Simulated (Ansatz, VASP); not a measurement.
## Two plane-wave programs on ZnS

File INCAR:

```
SYSTEM = ZnS
ALGO = Normal ; EDIFF = 1E-7
ENCUT = 520 ; GGA = PE
ISIF = 2 ; ISMEAR = 0
LASPH = .TRUE. ; LCHARG = .FALSE.
LREAL = .FALSE. ; LWAVE = .FALSE.
NBANDS = 16 ; NELM = 80
PREC = Accurate ; SIGMA = 0.02
```

KPOINTS

```
k-points
0
G
  10 10 10
  0 0 0
```

File POSCAR:

```
ZnS
1.0
    0.0000000000      2.7748569522      2.7748569522
    2.7748569522      0.0000000000      2.7748569522
    2.7748569522      2.7748569522      0.0000000000
Zn S
1 1
Direct
    0.2500000000      0.2500000000      0.2500000000
    0.0000000000      0.0000000000      0.0000000000
```

Input for Ansatz:

```yaml
crystal:
  lattice:
    - [0.0, 2.7748569521, 2.7748569521]
    - [2.7748569521, 0.0, 2.7748569521]
    - [2.7748569521, 2.7748569521, 0.0]
  atoms:
    - { symbol: Zn, position: [0.25, 0.25, 0.25] }
    - { symbol: S, position: [0.0, 0.0, 0.0] }
basis:
  ecutwfc: 420
kpoints:
  mp_grid: { grid: [10, 10, 10] }
hamiltonian:
  xc: pbe
scf:
  occupations: { method: gaussian, width: 0.02 }
output:
  forces: true
  stress: true
  eigenvalues: true
  write_density: true
  write_potential: true
  elf: true
  volumetric_format: npy
```

Alike in both runs: task single point; functional PBE; k mesh 10 × 10 × 10; occupations gaussian, width 0.02 eV; no spin polarisation.

```csv
,VASP,Ansatz
version,VASP 6.6.1,Ansatz 0.2.0
potentials or method,"VASP PAW PBE potentials, release 64 (Zn, S)","scalar-relativistic, plane waves, PAW"
plane-wave cutoff (eV),520,420
valence electrons in the cell,18,18
```

```tsv
	VASP	Ansatz	Ansatz less VASP
gap on the k mesh at the Fermi level (eV)	1.77	1.77	-0.002
least direct gap on the mesh (eV)	1.77	1.77	-0.002
pressure (GPa)	-3.4	-3.5	-0.13
```

PBE gaps usually lie below the measured ones, often by a third to a half.
